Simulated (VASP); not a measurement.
# Y (P6_3/mmc) in VASP: further runs

One crystal, Y, is run at these levels: PBEsol; tasks: single point.

All numbers are computed with VASP 6.6.1; they aren't measurements. Logs are shortened: lines on timing, memory, paths and dates and some standing lists are left out, and cuts for length are marked.

## (1) The structure

Symmetry: P6_3/mmc, No. 194, hexagonal system. Conventional cell: a = 3.647 Å, b = 3.647 Å, c = 5.731 Å, α = 90.00°, β = 90.00°, γ = 120.00°. Y (site symmetry -6m2) is surrounded by 12 Y at 3.56 to 3.65 Å.

## (2) Single point, PBEsol

Contents of INCAR:

```
SYSTEM = Y
PREC = Accurate ; ENCUT = 450
EDIFF = 1E-6 ; ISMEAR = -1
SIGMA = 0.2 ; LREAL = .FALSE.
LASPH = .TRUE. ; NELM = 100
ALGO = Normal ; ISIF = 2
LWAVE = .FALSE. ; LCHARG = .FALSE.
GGA = PS ; ADDGRID = .FALSE.
```

Contents of KPOINTS:

```
regular mesh
0
G
  12 12 7
  0 0 0
```

Contents of POSCAR:

```
Y
1.0
    3.6474000000      0.0000000000      0.0000000000
   -1.8237000000      3.1587410578      0.0000000000
    0.0000000000      0.0000000000      5.7306000000
Y
2
Direct
    0.6666666667      0.3333333333      0.7500000000
    0.3333333333      0.6666666667      0.2500000000
```

Potentials or basis: VASP PAW PBE potentials, release 64 (Y_sv).

On the command line:

```console
$ cat potpaw_PBE.64/Y_sv/POTCAR > POTCAR
$ mpirun -np 1 vasp_std > vasp.out
```

OUTCAR:

```text
SYSTEM = Y
   PREC = Accurate
   ENCUT = 450
   EDIFF = 1E-6
   ISMEAR = -1
   LREAL = .FALSE.
   LASPH = .TRUE.
   NELM = 100
   ISIF = 2
   GGA = PS

 Found     76 irreducible k-points:

 Following reciprocal coordinates:
            Coordinates               Weight
  0.000000  0.000000  0.000000      1.000000
  0.083333  0.000000  0.000000      6.000000
  0.166667  0.000000  0.000000      6.000000
  0.250000  0.000000  0.000000      6.000000
  0.333333  0.000000  0.000000      6.000000
  0.416667  0.000000  0.000000      6.000000
   k-points           NKPTS =     76   k-points in BZ     NKDIM =     76   number of bands    NBANDS=     15
   number of dos      NEDOS =    301   number of ions     NIONS =      2
   total plane-waves  NPLWV =  31360
   dimension x,y,z NGX =    28 NGY =   28 NGZ =   40
   dimension x,y,z NGXF=    56 NGYF=   56 NGZF=   80
   ions per type =               2
   NGX,Y,Z   is equivalent  to a cutoff of  12.76, 12.76, 11.60 a.u.
   NGXF,Y,Z  is equivalent  to a cutoff of  25.52, 25.52, 23.21 a.u.
 SYSTEM =  Y
   PREC   = accura    normal or accurate (medium, high low for compatibility)
   ISTART =      0    job   : 0-new  1-cont  2-samecut
   ICHARG =      2    charge: 1-file 2-atom 10-const
   ISPIN  =      1    spin polarized calculation?
   LNONCOLLINEAR =      F non collinear calculations
   LSORBIT =      F    spin-orbit coupling
   LASPH  =      T    aspherical Exc in radial PAW
   ENCUT  =  450.0 eV  33.07 Ry    5.75 a.u.   6.31  6.31  9.91*2*pi/ulx,y,z
   NELM   =    100;   NELMIN=  2; NELMDL= -5     # of ELM steps
   EDIFF  = 0.1E-05   stopping-criterion for ELM
   LREAL  =      F    real-space projection
   EDIFFG = 0.1E-04   stopping-criterion for IOM
   NSW    =      0    number of steps for IOM
   IBRION =     -1    ionic relax: 0-MD 1-quasi-New 2-CG
   NFREE  =      0    steps in history (QN), initial steepest desc. (CG)
   ISIF   =      2    stress and relaxation
   ISYM   =      2    0-nonsym 1-usesym 2-fastsym
   POTIM  = 0.5000    time-step for ionic-motion
   TEBEG  =    0.0;   TEEND  =   0.0 temperature during run
   PSTRESS=    0.0 pullay stress
   NELECT =      22.0000    total number of electrons
   NUPDOWN=      -1.0000    fix difference up-down
   EMIN   =  10.00;   EMAX   =-10.00  energy-range for DOS
   EFERMI =   0.00;   METHOD = LEGACY
   ISMEAR =    -1;   SIGMA  =   0.20  broadening in eV -4-tet -1-fermi 0-gaus
   EFERMI_NEDOS =   21; number of points for ismear=-14 and -15
   IALGO  =     38    algorithm
   IMIX   =      4    mixing-type and parameters
     AMIX     =   0.40;   BMIX     =  1.00
     AMIX_MAG =   1.60;   BMIX_MAG =  1.00
  volume/ion in A,a.u.               =      33.01       222.77
  Fermi-wavevector in a.u.,A,eV,Ry     =   1.134967  2.144777 17.526345  1.288150
  Thomas-Fermi vector in A             =   2.271671
   LORBIT       =      0    0 simple, 1 ext, 2 COOP (PROOUT), +10 PAW based schemes
   GGA     = PS    functional components
   LHFCALC =     F    Hartree Fock is set to
   AEXX    =    0.0000 exact exchange contribution
   IVDW    =     0    specifies the selected vdW correction
   LEPSILON=     F    determine dielectric tensor
   LRPA    =     F    only Hartree local field effects (RPA)
 non-spin polarized calculation
  energy-cutoff  :      450.00
  volume of cell :       66.02
 maximum number of plane-waves:      1446
 NGX is ok and might be reduce to    28
   NGX = 13   NGY = 13   NGZ = 19

 number of electron      22.0000000 magnetization

 Free energy of the ion-electron system (eV)
  ---------------------------------------------------
  ext. energy  EPLUGINS =         0.00000000
  ---------------------------------------------------
  free energy    TOTEN  =       -13.84433675 eV

  energy without entropy =      -13.42240798  energy(sigma->0) =      -13.63337236

 E-fermi :   2.8668     XC(G=0):  -9.5126

 val. band max:        2.8645387609   @ k =   0.3333   0.0000   0.4286
 cond. band min:       2.8683089522   @ k =   0.2500   0.2500   0.4286
 fundamental gap:      0.0037701913
 Fermi energy:         2.8668085564

 k-point     1 :       0.0000    0.0000    0.0000
  band No.  band energies     occupation
      1     -39.7366      2.00000
      2     -39.6644      2.00000
      3     -20.0360      2.00000
      4     -19.5553      2.00000
      5     -19.5553      2.00000
      6     -19.4669      2.00000
      7     -19.4669      2.00000
      8     -19.4438      2.00000
      9      -1.8325      2.00000
     10       0.9998      1.99982
     11       3.7352      0.02569
     12       4.6064      0.00033
     13       4.6064      0.00033
     14       4.8868      0.00008
     15       5.2048      0.00002

 k-point     2 :       0.0833    0.0000    0.0000
  band No.  band energies     occupation
      1     -39.7332      2.00000
      2     -39.6632      2.00000
      3     -20.0237      2.00000
      4     -19.5802      2.00000
      5     -19.5638      2.00000
      6     -19.4932      2.00000
      7     -19.4701      2.00000
      8     -19.4495      2.00000
      9      -1.6849      2.00000
     10       1.1394      1.99965
     11       3.5853      0.05359
     12       4.2482      0.00200
     13       4.7434      0.00017
     14       5.0317      0.00004
     15       5.1596      0.00002

 k-point     3 :       0.1667    0.0000    0.0000
  band No.  band energies     occupation
      1     -39.7236      2.00000
      2     -39.6600      2.00000
      3     -19.9887      2.00000
      4     -19.6485      2.00000
      5     -19.5863      2.00000
      6     -19.5633      2.00000
      7     -19.4796      2.00000
      8     -19.4668      2.00000
      9      -1.2620      2.00000
     10       1.5124      1.99771
     11       3.2147      0.29871
     12       3.7095      0.02916
     13       4.6661      0.00025
     14       5.0757      0.00003
     15       5.1471      0.00002

 k-point     4 :       0.2500    0.0000    0.0000
  band No.  band energies     occupation
      1     -39.7100      2.00000
      2     -39.6563      2.00000
      3     -19.9357      2.00000
      4     -19.7423      2.00000
      5     -19.6553      2.00000
      6     -19.6157      2.00000
      7     -19.4953      2.00000
      8     -19.4937      2.00000
      9      -0.6228      2.00000
     10       1.9305      1.98164
     11       2.7771      1.22055
     12       3.2409      0.26696
     13       4.3591      0.00115
     14       4.7299      0.00018
     15       4.8467      0.00010

 k-point     5 :       0.3333    0.0000    0.0000
  band No.  band energies     occupation
      1     -39.6952      2.00000
      2     -39.6537      2.00000
      3     -19.8730      2.00000
      4     -19.8363      2.00000
      5     -19.7435      2.00000
      6     -19.6440      2.00000
      7     -19.5333      2.00000
      8     -19.5085      2.00000
      9       0.1276      2.00000
     10       2.0319      1.96970
     11       2.3945      1.82767
     12       2.9838      0.71567
     13       4.4147      0.00087
     14       4.4623      0.00069
     15       4.5675      0.00041

 k-point     6 :       0.4167    0.0000    0.0000
  band No.  band energies     occupation
      1     -39.6828      2.00000
      2     -39.6533      2.00000
      3     -19.9050      2.00000
      4     -19.8143      2.00000
      5     -19.8061      2.00000
      6     -19.6642      2.00000
      7     -19.5740      2.00000
      8     -19.5197      2.00000
      9       0.8243      1.99993
     10       1.8458      1.98794
     11       2.1400      1.94854
     12       2.8296      1.09274
     13       4.2955      0.00158
     14       4.3875      0.00100
     15       4.7469      0.00017

 [... further k-points ...]

------------------------ aborting loop because EDIFF is reached ----------------------------------------

  FORCE on cell =-STRESS in cart. coord.  units (eV):
  Direction    XX          YY          ZZ          XY          YZ          ZX
  --------------------------------------------------------------------------------------
  -------------------------------------------------------------------------------------
  Total       -0.7575209     -0.7575209     -0.7211324      0.0000000      0.0000000     -0.0000000
  in kB      -18.3826325    -18.3826325    -17.4995987      0.0000000      0.0000000     -0.0000000
  external PRESSURE =     -18.0882879 kB  Pullay stress =       0.0000000 kB

 VOLUME and BASIS-vectors are now :
 -----------------------------------------------------------------------------
  energy-cutoff  :      450.00
  volume of cell :       66.02
      direct lattice vectors                 reciprocal lattice vectors
     3.647400000  0.000000000  0.000000000     0.274167900  0.158290911  0.000000000
    -1.823700000  3.158741058  0.000000000     0.000000000  0.316581822  0.000000000
     0.000000000  0.000000000  5.730600000     0.000000000  0.000000000  0.174501797

 POSITION                                       TOTAL-FORCE (eV/Angst)
 -----------------------------------------------------------------------------------
      1.82370      1.05291      4.29795        -0.000000      0.000000      0.000000
     -0.00000      2.10583      1.43265         0.000000     -0.000000      0.000000
 -----------------------------------------------------------------------------------
    total drift:                               -0.000000      0.000000     -0.000000

  FREE ENERGIE OF THE ION-ELECTRON SYSTEM (eV)
  ---------------------------------------------------
  free  energy   TOTEN  =       -13.8443367519 eV

  energy  without entropy=      -13.4224079757  energy(sigma->0) =      -13.63337236
```

Wall time 52 s (1 thread of Intel Xeon Platinum 8488C (Sapphire Rapids), shared host); peak memory 0.22 GiB.

These settings aren't checked as converged: the numbers below hold their error.

Results:

```
Free energy            : -13.8443 eV
Pressure               : -1.8 GPa
Band gap on the k mesh : none (metal or under the smearing width)
```

Caveat: the PAW data sets were made with another functional, which shifts forces and pressure a little.

## (3) Single point, PBEsol

INCAR, as its differences from that of step 2:

```diff
@@ -3,3 +3,3 @@
 EDIFF = 1E-6 ; ISMEAR = -1
-SIGMA = 0.2 ; LREAL = .FALSE.
+SIGMA = 0.1 ; LREAL = .FALSE.
 LASPH = .TRUE. ; NELM = 100
```

KPOINTS is that of step 2.

POSCAR is that of step 2.

Potentials or basis: VASP PAW PBE potentials, release 64 (Y_sv).

On the command line:

```console
$ cat potpaw_PBE.64/Y_sv/POTCAR > POTCAR
$ mpirun -np 1 vasp_std > vasp.out
```

It took 58 s on 1 thread of Intel Xeon Platinum 8488C (Sapphire Rapids), shared host; peak memory 0.22 GiB.

These settings aren't checked as converged: the numbers below hold their error.

Results:

| Quantity | Value |
| --- | --- |
| Free energy | -13.6759 eV |
| Pressure | -2.1 GPa |
| Band gap on the k mesh | none (metal or under the smearing width) |

Caveat: the PAW data sets were made with another functional, which shifts forces and pressure a little.

[end of part 1 of 2]
